## Twice the stretch, less than four times the energy

A spring stretched twice as far stores four times the energy. Molybdenum comes to rest near 14.97 Å³ per atom in this calculation, so the cell at 16.85 Å³ is stretched a little more than twice as far as the cell at 15.89 Å³. Its energy should therefore be more than four times as large. The table gives 180.84 against 48.54 meV, a factor of only 3.7.

Body-centred cubic molybdenum at a series of fixed volumes, computed with ABINIT 10.8.3 using PBEsol with D3(BJ) dispersion and JTH PAW PBE v2.0 datasets, without spin polarisation. The plane-wave cutoff is 408 eV, the k mesh 12×12×12 and the Fermi–Dirac smearing 0.05 eV. Energies are counted from the minimum of the equation-of-state fit.

| volume (Å³/atom) | energy (meV/atom) |
| --- | --- |
| 14.94 | -0.01 |
| 15.26 | 5.24 |
| 15.57 | 22.04 |
| 15.89 | 48.54 |
| 16.21 | 85.32 |
| 16.53 | 129.89 |
| 16.85 | 180.84 |

Energies are counted from the minimum of a fitted curve. The curve misses the computed points by a fraction of a meV, which is why the first row can lie just below zero.

Each step in volume costs more energy than the one before, so the crystal does resist further stretching. But the extra cost per step shrinks along the series, with one exception near 15.89 Å³. The metal behaves like a spring that softens as it is pulled.

## Why the spring softens

Two tendencies balance in the crystal at rest. The outer d electrons spread over neighbouring atoms, fill bonding states and draw the atoms together. The overlap of the inner shells, and the kinetic energy of squeezed electrons, push them apart. Both fade with distance, but near the rest volume the repulsive force must fade faster. Otherwise a slight stretch would leave the atoms pushing each other further apart, and the crystal could not come to rest.

The stiffness is the curvature of the energy, and this is a difference: the repulsion contributes a large positive part and the attraction a somewhat smaller negative one. When the cell expands, the positive part drops more quickly, so the small remainder drops more quickly still. This account of the balance is argued, not computed: the table shows only the resulting loss of curvature, not the two parts.

## The simplest formula

Let $V$ be the volume per atom and $E$ the energy per atom. The simplest form with a faster and a slower decay is

$$E=\frac{A}{V^2}-\frac{C}{V},$$

where $A$ and $C$ measure repulsion and attraction. Setting the slope to zero gives the rest volume $V_0=2A/C$. Completing the square and counting energy from the minimum then gives

$$E=\frac{B_0V_0}{2}\left(\frac{V_0}{V}-1\right)^2 .$$

Here $B_0$ is the bulk modulus at rest, the value there of $B=V\,d^2E/dV^2$. The result is still a spring law, but its coordinate is the density $1/V$ instead of the volume.

The formula shows why a modest expansion matters so much. At rest, repulsion and attraction contribute to the curvature in the ratio 6 to 4, which leaves 2. After a 10 % expansion the two parts have fallen to about 4.1 and 3.0, which leaves 1.1. Neither part has lost more than a third, yet their difference has lost almost half.

## One row worked in full

The density parabola was fitted to the five least stretched rows, and the outermost row was kept out as a test. The fit gives a prefactor of 14.6 eV; its linear term is negligible here. At 16.85 Å³ the relative change of density is $14.97/16.85-1=-0.112$, and its square is about 0.0124. The predicted energy is $14.6\times0.0124=0.181$ eV, or 181 meV, in agreement with the table.

A spring in the bond length, fitted to the same five rows, predicts 187 meV. It describes those five rows slightly better than the density law does, but it overshoots once the stretch is large enough for the softening to show. Small stretches alone do not reveal which spring law is right. The printed output after the text compares the fits.

The density law should not be carried to separated atoms. At infinite volume it would give a binding energy of about 14.6 eV per atom, roughly twice the recalled cohesive energy of molybdenum, near 7 eV. The powers in the formula are therefore a convenient description near the minimum, not the true decay laws of repulsion and bonding.

## Where Birch and Murnaghan come in

A parabola in any power $V^n$ fixes how fast the bulk modulus rises with pressure: the slope at rest is $2-3n$. A spring in bond length ($n=1/3$) gives a slope of 1, and the density spring ($n=-1$) gives 5. Birch's strain, built on $V^{-2/3}$, gives 4. The third-order Birch–Murnaghan equation adds one term so that this slope can adjust to the material.

The equation-of-state fit to the whole series gives a slope of 4.92, close to the density spring. The five-row test does not settle the choice between 4 and 5, however. At 16.53 Å³, the other row kept out of the fit, Birch's parabola is closer than the density law. It misses the outermost energy by 1.3 meV, but scatter of a few tenths of a meV in the fitted rows can grow to about that size when the curve is extended. What the test supports is a strongly softening law, not an exact exponent.

## Stiffness against bond length

With a slope near 5, the bulk modulus close to rest falls roughly as $V^{-5}$. Volume goes as the cube of the bond length, so the modulus falls roughly as its fifteenth power: one per cent more bond length costs about 15 % of the stiffness. Between 15.26 and 16.53 Å³ the bond grows by less than 3 %, while the modulus from the density parabola drops by 35 %.

This rule helps to read the calculated modulus of 312 GPa, which is well above the roughly 260 GPa recalled for real molybdenum. The calculated rest volume is also too small, by roughly 4 %. Expanding the cell by that amount lowers the modulus to about $312/1.04^5\approx256$ GPa. On this estimate the short bonds are enough to account for the excess stiffness, although the 312 GPa itself is poorly fixed by this scan, as the last section shows. The calculation also holds the atoms still. In the real metal, zero-point and thermal motion expand and soften the lattice slightly, so a small part of both differences should come from there.

The short bonds probably come from the level of theory. PBEsol already favours compact lattices, and the added D3 dispersion pulls the atoms closer still. In a real metal the mobile electrons screen much of that attraction, which the D3 correction does not take into account. The separate share of D3 is untested here, and so is the effect of combining potentials made for PBE with the PBEsol functional. Whatever the cause, the cell at 15.89 Å³ is not at rest for this method: it would take a tension of about 16 GPa to hold it there.

## The irregular row

Curvature taken from three neighbouring rows should fall steadily as the cell grows. Instead, the modulus obtained this way rises from 240 GPa around 15.57 Å³ to 259 GPa around 15.89 Å³, before falling again. This looks like a brief stiffening of the metal, but a very small energy shift is enough to produce it. In the printed stiffness table, the bond lengths and both columns of moduli stand one row below the volume they belong to, because each value is listed with the last of its three rows: the 239.6 GPa printed at 15.89 Å³ is the modulus at 15.57 Å³.

Raising the energy at 15.89 Å³ by only 0.2 meV would make the two curvatures equal. Such a shift lowers the curvature at its own row by twice its size and raises the curvature at the neighbouring row by once its size, so it closes the gap threefold. That is 0.4 % of the energy in that row, but it changes the local modulus by several per cent.

One possible source is the plane-wave basis. At a fixed cutoff, the number of waves changes in jumps as the cell expands, and each jump can move the energy slightly. The makers of these data report, from tests on other systems, that pressures computed at fixed basis lie below those derived from the slope of the energies, a usual sign that the basis is not complete. This scan stored only volumes and energies, so the same comparison cannot be made here, and the basis remains a suspect rather than a proven cause. The finite k mesh is another candidate, because it samples a Fermi surface that changes with volume. Repeating the scan with a higher cutoff, and then with a denser mesh, would show whether either removes the bump.

## A rule for the next scan

The energies in the table are much better determined than the stiffness at rest. Fitted to the same five rows, the parabolas in bond length, Birch's strain and density give bulk moduli of 268, 301 and 312 GPa. The reason is the position of the minimum: only one volume lies below it, and by just 0.03 Å³. The stiffness is therefore read at the edge of the data, where a change in the assumed softening can be offset by a change in the curvature.

In a scan centred on the minimum, softening makes the compressed side steeper and the expanded side flatter, while the curvature raises both sides alike. The two effects can then be told apart. For a bulk modulus, the volumes should reach about as far below the minimum as above it; if the first fit puts the minimum at one end, the range should be shifted and the scan repeated before the modulus is used.

Numerical output:

```
fit of energy on 5 rows (v < 16.3): constant -0.02713 +/- 0.19, coefficient of ul 161.3 +/- 34, coefficient of ul**2 112400 +/- 1256; rms 0.141, worst 15.26 0.22, leave-one-out rms 0.391
  rows outside the fit (model, value, miss): 16.53 131.6, 129.9, 1.76; 16.85 187.2, 180.8, 6.34
fit of energy on 5 rows (v < 16.3): constant 0.005897 +/- 0.24, coefficient of ub -20.31 +/- 23, coefficient of ub**2 31587 +/- 431; rms 0.18, worst 15.89 0.319, leave-one-out rms 0.589
  rows outside the fit (model, value, miss): 16.53 129.9, 129.9, 0.0183; 16.85 182.2, 180.8, 1.34
fit of energy on 5 rows (v < 16.3): constant 0.01501 +/- 0.31, coefficient of ud 0.4474 +/- 20, coefficient of ud**2 14587 +/- 252; rms 0.23, worst 15.89 0.41, leave-one-out rms 0.833
  rows outside the fit (model, value, miss): 16.53 129.3, 129.9, -0.565; 16.85 180.5, 180.8, -0.307
steps and local stiffness:
    row  energy step meV  mean tension in step GPa  bond at middle row A  modulus from three rows GPa  modulus from density parabola GPa  length spring with program constants meV  density parabola less computed meV
  14.94              n/a                       n/a                   n/a                          n/a                                n/a                                    0.0701                             0.09637
  15.26             5.25                     2.647                 2.687                          n/a                                n/a                                     5.216                              -0.142
  15.57             16.8                     8.469                 2.706                        279.5                              284.2                                     23.02                             -0.1845
  15.89             26.5                     13.36                 2.725                        239.6                              255.3                                     52.96                              0.4103
  16.21            36.78                     18.54                 2.743                        259.1                              229.2                                     94.55                             -0.1801
  16.53            44.57                     22.47                 2.761                        200.3                              205.6                                     147.3                             -0.5651
  16.85            50.95                     25.68                 2.779                        167.2                              184.1                                     210.9                             -0.3069
overshoot of length spring with program constants at 16.85 A^3, %: 16.63
bulk modulus from length parabola, GPa: 267.5
bulk modulus from Birch parabola, GPa: 300.8
bulk modulus from density parabola, GPa: 312.2
well depth implied by density parabola with program constants, eV: 14.57
rise of the 15.89 energy that would level the two curvatures, meV: 0.1933
fall of density-parabola modulus from 15.26 to 16.53 A^3, %: 35.22
```
